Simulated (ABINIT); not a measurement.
# YN (Fm-3m) in ABINIT: further runs

One crystal, YN, is run at these levels: AM05, r2SCAN; tasks: equation of state.

Program: ABINIT 10.8.3 (patched build). These are calculated values, not measurements. Logs are shortened: lines on timing, memory, paths and dates and some standing lists are left out, and cuts for length are marked. The log counts tension as positive stress, the text compression.

### Step 1. Starting point

The structure is cubic, space group Fm-3m (No. 225). Conventional cell: a = 4.877 Å, b = 4.877 Å, c = 4.877 Å, α = 90.00°, β = 90.00°, γ = 90.00°. Y (site symmetry m-3m) is surrounded by 6 N at 2.44 Å. N (site symmetry m-3m) has 6 Y at 2.44 Å as nearest neighbours.

### Step 2. Equation of state, AM05

run.abi reads:

```
# Datasets: one volume each
ndtset 7
getwfk -1
scalecart1 3*0.9795861087
scalecart2 3*0.9864848297
scalecart3 3*0.9932883884
scalecart4 3*1.0000000000
scalecart5 3*1.0066227096
scalecart6 3*1.0131594038
scalecart7 3*1.0196128224

# Pseudopotentials
pp_dirpath "./"
pseudos "Y.GGA_PBE-ansatz.xml, N.GGA_PBE-ansatz.xml"

# Structure
acell 3.4485597718 3.4485597718 3.4485597718 Angstrom
rprim
     0.0000000000     0.7071067812     0.7071067812
     0.7071067812     0.0000000000     0.7071067812
     0.7071067812     0.7071067812     0.0000000000
ntypat 2
znucl 39 7
natom 2
typat 1 2
xred
     0.0000000000     0.0000000000     0.0000000000
     0.5000000000     0.5000000000     0.5000000000

# Plane-wave basis
ecut 19.0
pawecutdg 38.0
pawxcdev 0

# k points
kptopt 1
ngkpt 9 9 9
nshiftk 1
shiftk 0.0 0.0 0.0

# Exchange and correlation
ixc -120135

# Bands and occupations
nband 12
occopt 3
tsmear 0.00183747

# SCF cycle
nstep 100
tolvrs 1.0e-9

# Output
iomode 3
prtwf 1
prtden 0
prteig 0
prtebands 0
enunit 1
```

Potentials or basis: Ansatz PAW PBE default generated set, frozen core.

Command:

```console
$ abinit run.abi > log 2>&1
```

run.abo:

```text
[... set-up lines left out ...]
 ETOT  1  -48.770155006040    -4.877E+01 2.349E-01 2.047E+01
 ETOT  2  -48.806109336623    -3.595E-02 3.603E-02 1.833E+01
 ETOT  3  -48.770320036306     3.579E-02 1.104E-02 7.450E-01
 ETOT  4  -48.770872752606    -5.527E-04 1.481E-03 1.209E-01
 ETOT  5  -48.770579148820     2.936E-04 4.603E-04 5.005E-03
 ETOT  6  -48.770573586338     5.562E-06 8.663E-04 4.758E-04
 ETOT  7  -48.770572649311     9.370E-07 3.805E-04 9.263E-05
 ETOT  8  -48.770572472892     1.764E-07 4.647E-04 3.817E-06
 ETOT  9  -48.770572468559     4.334E-09 2.308E-04 4.119E-07
 ETOT 10  -48.770572467731     8.271E-10 2.085E-04 2.494E-09
 ETOT 11  -48.770572467745    -1.354E-11 1.113E-04 2.796E-10

 At SCF step   11       nres2   =  2.80E-10 < tolvrs=  1.00E-09 =>converged.

 Cartesian components of stress tensor (hartree/bohr^3)
  sigma(1 1)= -3.20409861E-04  sigma(3 2)=  0.00000000E+00
  sigma(2 2)= -3.20409861E-04  sigma(3 1)=  0.00000000E+00
  sigma(3 3)= -3.20409861E-04  sigma(2 1)=  0.00000000E+00

--- !ResultsGS
iteration_state: {dtset: 1, }
comment   : Summary of ground state results
lattice_vectors:
- [  0.0000000,   4.5140280,   4.5140280, ]
- [  4.5140280,   0.0000000,   4.5140280, ]
- [  4.5140280,   4.5140280,   0.0000000, ]
lattice_lengths: [   6.38380,    6.38380,    6.38380, ]
lattice_angles: [ 60.000,  60.000,  60.000, ] # degrees, (23, 13, 12)
lattice_volume:   1.8395972E+02
convergence: {deltae: -1.354E-11, res2:  2.796E-10, residm:  1.113E-04, diffor: null, }
etotal    :  -4.87705725E+01
entropy   :   0.00000000E+00
fermie    :   2.85114637E-01
cartesian_stress_tensor: # hartree/bohr^3
- [ -3.20409861E-04,   0.00000000E+00,   0.00000000E+00, ]
- [  0.00000000E+00,  -3.20409861E-04,   0.00000000E+00, ]
- [  0.00000000E+00,   0.00000000E+00,  -3.20409861E-04, ]
pressure_GPa:   9.4268E+00
xred      :
- [  0.0000E+00,   0.0000E+00,   0.0000E+00,  Y]
- [  5.0000E-01,   5.0000E-01,   5.0000E-01,  N]
cartesian_forces: # hartree/bohr
[... 451 lines left out ...]
--- !DatasetInfo
iteration_state: {dtset: 4, }
dimensions: {natom: 2, nkpt: 35, mband: 12, nsppol: 1, nspinor: 1, nspden: 1, mpw: 785, }
cutoff_energies: {ecut:  19.0, pawecutdg:  38.0, }
electrons: {nelect:   1.60000000E+01, charge:   0.00000000E+00, occopt:   3.00000000E+00, tsmear:   1.83747000E-03, }
meta: {optdriver: 0, ionmov: 0, optcell: 0, iscf: 17, paral_kgb: 0, }
...

 mkfilename : getwfk/=0, take file _WFK from output of DATASET   3.

 Real(R)+Recip(G) space primitive vectors, cartesian coordinates (Bohr,Bohr^-1):
 R(1)=  0.0000000  4.6080972  4.6080972  G(1)= -0.1085047  0.1085047  0.1085047
 R(2)=  4.6080972  0.0000000  4.6080972  G(2)=  0.1085047 -0.1085047  0.1085047
 R(3)=  4.6080972  4.6080972  0.0000000  G(3)=  0.1085047  0.1085047 -0.1085047
 Unit cell volume ucvol=  1.9570183E+02 bohr^3
 Angles (23,13,12)=  6.00000000E+01  6.00000000E+01  6.00000000E+01 degrees

 Coarse grid specifications (used for wave-functions):

 getcut: wavevector=  0.0000  0.0000  0.0000  ngfft=  27  27  27
         ecut(hartree)=     19.000   => boxcut(ratio)=   2.03627

 Fine grid specifications (used for densities):

 getcut: wavevector=  0.0000  0.0000  0.0000  ngfft=  40  40  40
         ecut(hartree)=     38.000   => boxcut(ratio)=   2.21190

 getcut : COMMENT -
  Note that boxcut > 2.2 ; recall that boxcut=Gcut(box)/Gcut(sphere) = 2
  is sufficient for exact treatment of convolution.
  Such a large boxcut is a waste : you could raise ecut
  e.g. ecut=   46.478970 Hartrees makes boxcut=2

--------------------------------------------------------------------------------

-inwffil : will read wavefunctions from disk file runo_DS3_WFK.nc

================================================================================

--- !BeginCycle
iteration_state: {dtset: 4, }
solver: {iscf: 17, nstep: 100, nline: 4, wfoptalg: 10, }
tolerances: {tolvrs: 1.00E-09, }
...

     iter   Etot(hartree)      deltaE(h)  residm     nres2
 ETOT  1  -48.773288526561    -4.877E+01 7.020E-06 5.422E-01
 ETOT  2  -48.772091500711     1.197E-03 2.830E-06 6.245E-02
 ETOT  3  -48.772018519752     7.298E-05 2.495E-05 3.839E-02
 ETOT  4  -48.771956733092     6.179E-05 6.248E-06 5.827E-04
 ETOT  5  -48.771958376967    -1.644E-06 6.116E-07 2.391E-05
 ETOT  6  -48.771958399383    -2.242E-08 4.760E-07 1.814E-05
 ETOT  7  -48.771958369187     3.020E-08 2.047E-07 7.779E-07
 ETOT  8  -48.771958370242    -1.054E-09 1.304E-07 2.103E-07
 ETOT  9  -48.771958370173     6.835E-11 8.552E-08 6.278E-09
 ETOT 10  -48.771958370172     1.002E-12 5.741E-08 4.785E-10

 At SCF step   10       nres2   =  4.79E-10 < tolvrs=  1.00E-09 =>converged.

 Cartesian components of stress tensor (hartree/bohr^3)
  sigma(1 1)=  6.45446436E-05  sigma(3 2)=  0.00000000E+00
  sigma(2 2)=  6.45446436E-05  sigma(3 1)=  0.00000000E+00
  sigma(3 3)=  6.45446436E-05  sigma(2 1)=  0.00000000E+00
[... 475 lines left out ...]
--- !DatasetInfo
iteration_state: {dtset: 7, }
dimensions: {natom: 2, nkpt: 35, mband: 12, nsppol: 1, nspinor: 1, nspden: 1, mpw: 836, }
cutoff_energies: {ecut:  19.0, pawecutdg:  38.0, }
electrons: {nelect:   1.60000000E+01, charge:   0.00000000E+00, occopt:   3.00000000E+00, tsmear:   1.83747000E-03, }
meta: {optdriver: 0, ionmov: 0, optcell: 0, iscf: 17, paral_kgb: 0, }
...

 mkfilename : getwfk/=0, take file _WFK from output of DATASET   6.

 Real(R)+Recip(G) space primitive vectors, cartesian coordinates (Bohr,Bohr^-1):
 R(1)=  0.0000000  4.6984749  4.6984749  G(1)= -0.1064175  0.1064175  0.1064175
 R(2)=  4.6984749  0.0000000  4.6984749  G(2)=  0.1064175 -0.1064175  0.1064175
 R(3)=  4.6984749  4.6984749  0.0000000  G(3)=  0.1064175  0.1064175 -0.1064175
 Unit cell volume ucvol=  2.0744394E+02 bohr^3
 Angles (23,13,12)=  6.00000000E+01  6.00000000E+01  6.00000000E+01 degrees

 Coarse grid specifications (used for wave-functions):

 getcut: wavevector=  0.0000  0.0000  0.0000  ngfft=  30  30  30
         ecut(hartree)=     19.000   => boxcut(ratio)=   2.30351

 getcut : COMMENT -
  Note that boxcut > 2.2 ; recall that boxcut=Gcut(box)/Gcut(sphere) = 2
  is sufficient for exact treatment of convolution.
  Such a large boxcut is a waste : you could raise ecut
  e.g. ecut=   25.204174 Hartrees makes boxcut=2

 Fine grid specifications (used for densities):

 getcut: wavevector=  0.0000  0.0000  0.0000  ngfft=  40  40  40
         ecut(hartree)=     38.000   => boxcut(ratio)=   2.16936
--------------------------------------------------------------------------------

-inwffil : will read wavefunctions from disk file runo_DS6_WFK.nc

================================================================================

--- !BeginCycle
iteration_state: {dtset: 7, }
solver: {iscf: 17, nstep: 100, nline: 4, wfoptalg: 10, }
tolerances: {tolvrs: 1.00E-09, }
...

     iter   Etot(hartree)      deltaE(h)  residm     nres2
 ETOT  1  -48.770675128664    -4.877E+01 4.901E-06 4.635E-01
 ETOT  2  -48.769598483267     1.077E-03 3.054E-06 5.826E-02
 ETOT  3  -48.769525145863     7.334E-05 2.013E-05 3.453E-02
 ETOT  4  -48.769465867507     5.928E-05 3.357E-06 4.896E-04
 ETOT  5  -48.769467432305    -1.565E-06 1.508E-06 1.940E-05
 ETOT  6  -48.769467466372    -3.407E-08 6.680E-07 1.388E-05
 ETOT  7  -48.769467443415     2.296E-08 8.106E-07 7.633E-07
 ETOT  8  -48.769467444201    -7.861E-10 2.992E-07 1.563E-07
 ETOT  9  -48.769467444254    -5.233E-11 4.381E-07 2.907E-09
 ETOT 10  -48.769467444258    -4.640E-12 2.246E-07 1.055E-09
 ETOT 11  -48.769467444257     1.194E-12 4.425E-07 3.586E-12

 At SCF step   11       nres2   =  3.59E-12 < tolvrs=  1.00E-09 =>converged.
[... 91 lines left out ...]
iteration_state     : {dtset: 7, }
comment             : '"Double-counting" decomposition of free energy'
band_energy         : -4.96863528043500E+00
Ewald energy        : -4.19955671087412E+01
psp_core            :  2.65430809013841E+00
xc_dc               : -5.45913501706242E+00
PAW spherical_terms :  9.99573026391063E-01
internal            : -4.87694562897091E+01
'-kT*entropy'       : -1.11545479711118E-05
total_energy_dc     : -4.87694674442571E+01
total_energy_dc_eV  : -1.32708481563648E+03
...

--- !EnergyTermsWithPAWCore
iteration_state     : {dtset: 7, }
comment             : 'Components of total free energy, including PAW core contributions'
Total energy        : -3.37709279319855E+03
Total energy DC     : -3.37709279320872E+03
Total energy (eV)   : -9.18953763842445E+04
Total energy DC (eV): -9.18953763845212E+04
...

 Cartesian components of stress tensor (hartree/bohr^3)
  sigma(1 1)=  3.45257763E-04  sigma(3 2)=  0.00000000E+00
  sigma(2 2)=  3.45257763E-04  sigma(3 1)=  0.00000000E+00
  sigma(3 3)=  3.45257763E-04  sigma(2 1)=  0.00000000E+00

-Cartesian components of stress tensor (GPa)         [Pressure= -1.0158E+01 GPa]
- sigma(1 1)=  1.01578341E+01  sigma(3 2)=  0.00000000E+00
- sigma(2 2)=  1.01578341E+01  sigma(3 1)=  0.00000000E+00
- sigma(3 3)=  1.01578341E+01  sigma(2 1)=  0.00000000E+00

== END DATASET(S) ==============================================================
================================================================================

 -outvars: echo values of variables after computation  --------
            acell      6.5168334975E+00  6.5168334975E+00  6.5168334975E+00 Bohr
           etotal1    -4.8770572468E+01
           etotal2    -4.8771544577E+01
           etotal3    -4.8771988871E+01
           etotal4    -4.8771958370E+01
           etotal5    -4.8771500031E+01
           etotal6    -4.8770656956E+01
           etotal7    -4.8769467444E+01
            fcart1    -0.0000000000E+00 -0.0000000000E+00 -0.0000000000E+00
                      -0.0000000000E+00 -0.0000000000E+00 -0.0000000000E+00
            fcart2    -0.0000000000E+00 -0.0000000000E+00 -0.0000000000E+00
                      -0.0000000000E+00 -0.0000000000E+00 -0.0000000000E+00
            fcart3    -0.0000000000E+00 -0.0000000000E+00 -0.0000000000E+00
                      -0.0000000000E+00 -0.0000000000E+00 -0.0000000000E+00
            fcart4    -0.0000000000E+00 -0.0000000000E+00 -0.0000000000E+00
                      -0.0000000000E+00 -0.0000000000E+00 -0.0000000000E+00
            fcart5    -0.0000000000E+00 -0.0000000000E+00 -0.0000000000E+00
                      -0.0000000000E+00 -0.0000000000E+00 -0.0000000000E+00
            fcart6    -0.0000000000E+00 -0.0000000000E+00 -0.0000000000E+00
                      -0.0000000000E+00 -0.0000000000E+00 -0.0000000000E+00
            fcart7    -0.0000000000E+00 -0.0000000000E+00 -0.0000000000E+00
                      -0.0000000000E+00 -0.0000000000E+00 -0.0000000000E+00
            rprim1     0.0000000000E+00  6.9267198023E-01  6.9267198023E-01
                       6.9267198023E-01  0.0000000000E+00  6.9267198023E-01
                       6.9267198023E-01  6.9267198023E-01  0.0000000000E+00
            rprim2     0.0000000000E+00  6.9755011263E-01  6.9755011263E-01
                       6.9755011263E-01  0.0000000000E+00  6.9755011263E-01
                       6.9755011263E-01  6.9755011263E-01  0.0000000000E+00
            rprim3     0.0000000000E+00  7.0236095512E-01  7.0236095512E-01
                       7.0236095512E-01  0.0000000000E+00  7.0236095512E-01
                       7.0236095512E-01  7.0236095512E-01  0.0000000000E+00
            rprim4     0.0000000000E+00  7.0710678120E-01  7.0710678120E-01
                       7.0710678120E-01  0.0000000000E+00  7.0710678120E-01
                       7.0710678120E-01  7.0710678120E-01  0.0000000000E+00
            rprim5     0.0000000000E+00  7.1178974407E-01  7.1178974407E-01
                       7.1178974407E-01  0.0000000000E+00  7.1178974407E-01
                       7.1178974407E-01  7.1178974407E-01  0.0000000000E+00
            rprim6     0.0000000000E+00  7.1641188486E-01  7.1641188486E-01
                       7.1641188486E-01  0.0000000000E+00  7.1641188486E-01
                       7.1641188486E-01  7.1641188486E-01  0.0000000000E+00
            rprim7     0.0000000000E+00  7.2097514092E-01  7.2097514092E-01
                       7.2097514092E-01  0.0000000000E+00  7.2097514092E-01
                       7.2097514092E-01  7.2097514092E-01  0.0000000000E+00
           strten1    -3.2040986088E-04 -3.2040986088E-04 -3.2040986088E-04
                       0.0000000000E+00  0.0000000000E+00  0.0000000000E+00
           strten2    -1.7838775845E-04 -1.7838775845E-04 -1.7838775845E-04
                       0.0000000000E+00  0.0000000000E+00  0.0000000000E+00
           strten3    -5.0542527983E-05 -5.0542527983E-05 -5.0542527983E-05
                       0.0000000000E+00  0.0000000000E+00  0.0000000000E+00
           strten4     6.4544643647E-05  6.4544643647E-05  6.4544643647E-05
                       0.0000000000E+00  0.0000000000E+00  0.0000000000E+00
           strten5     1.6814298483E-04  1.6814298483E-04  1.6814298483E-04
                       0.0000000000E+00  0.0000000000E+00  0.0000000000E+00
           strten6     2.6136956588E-04  2.6136956588E-04  2.6136956588E-04
                       0.0000000000E+00  0.0000000000E+00  0.0000000000E+00
           strten7     3.4525776293E-04  3.4525776293E-04  3.4525776293E-04
                       0.0000000000E+00  0.0000000000E+00  0.0000000000E+00
           xangst1     0.0000000000E+00  0.0000000000E+00  0.0000000000E+00
                       2.3887207261E+00  2.3887207261E+00  2.3887207261E+00
           xangst2     0.0000000000E+00  0.0000000000E+00  0.0000000000E+00
                       2.4055432572E+00  2.4055432572E+00  2.4055432572E+00
           xangst3     0.0000000000E+00  0.0000000000E+00  0.0000000000E+00
                       2.4221337351E+00  2.4221337351E+00  2.4221337351E+00
           xangst4     0.0000000000E+00  0.0000000000E+00  0.0000000000E+00
                       2.4385000000E+00  2.4385000000E+00  2.4385000000E+00
           xangst5     0.0000000000E+00  0.0000000000E+00  0.0000000000E+00
                       2.4546494774E+00  2.4546494774E+00  2.4546494774E+00
           xangst6     0.0000000000E+00  0.0000000000E+00  0.0000000000E+00
                       2.4705892062E+00  2.4705892062E+00  2.4705892062E+00
           xangst7     0.0000000000E+00  0.0000000000E+00  0.0000000000E+00
                       2.4863258674E+00  2.4863258674E+00  2.4863258674E+00
             xred      0.0000000000E+00  0.0000000000E+00  0.0000000000E+00
                       5.0000000000E-01  5.0000000000E-01  5.0000000000E-01
 Calculation completed.
```

It took 3.4 min on 1 thread of Arm Neoverse V2, shared host; peak memory 0.26 GiB.

Results:

```
Equilibrium volume                      : 14.33 Å³/atom
Bulk modulus                            : 169 GPa
Pressure derivative of the bulk modulus : 4.2
```

Energy against volume, from the lowest point:
| volume (Å³/atom) | energy (meV/atom) |
| --- | --- |
| 13.630 | 19.27 |
| 13.920 | 6.04 |
| 14.210 | 0.00 |
| 14.500 | 0.41 |
| 14.790 | 6.65 |
| 15.080 | 18.12 |
| 15.370 | 34.31 |

Caveat: pressures at fixed basis lie under the slope of the energies; the PAW data sets were made with another functional, which shifts forces and pressure a little; the atomic spheres overlap.

### Step 3. Equation of state, r2SCAN

Edit run.abi of step 2 so:

```diff
@@ -32,3 +32,2 @@
 pawecutdg 38.0
-pawxcdev 0
 
@@ -41,3 +40,5 @@
 # Exchange and correlation
-ixc -120135
+ixc -497498
+usekden 1
+pawxcdev 0
 
@@ -50,3 +51,3 @@
 nstep 100
-tolvrs 1.0e-9
+tolvrs 1.0e-7
```

Potentials or basis: Ansatz PAW PBE default generated set, frozen core.

Command:

```console
$ abinit run.abi > log 2>&1
```

It took 6.8 min on 1 thread of Arm Neoverse V2, shared host; peak memory 0.3 GiB.

Results (log left out):

```
Equilibrium volume                      : 14.66 Å³/atom
Bulk modulus                            : 169 GPa
Pressure derivative of the bulk modulus : 4.3
```

Energy against volume, from the lowest point:
```
volume (Å³/atom)  energy (meV/atom)
          13.630              43.13
          13.920              21.19
          14.210               7.19
          14.500               0.42
          14.790               0.00
          15.080               5.41
          15.370              16.06
```

Caveat: pressures at fixed basis lie under the slope of the energies; the PAW data sets were made with another functional, which shifts forces and pressure a little; the atomic spheres overlap.
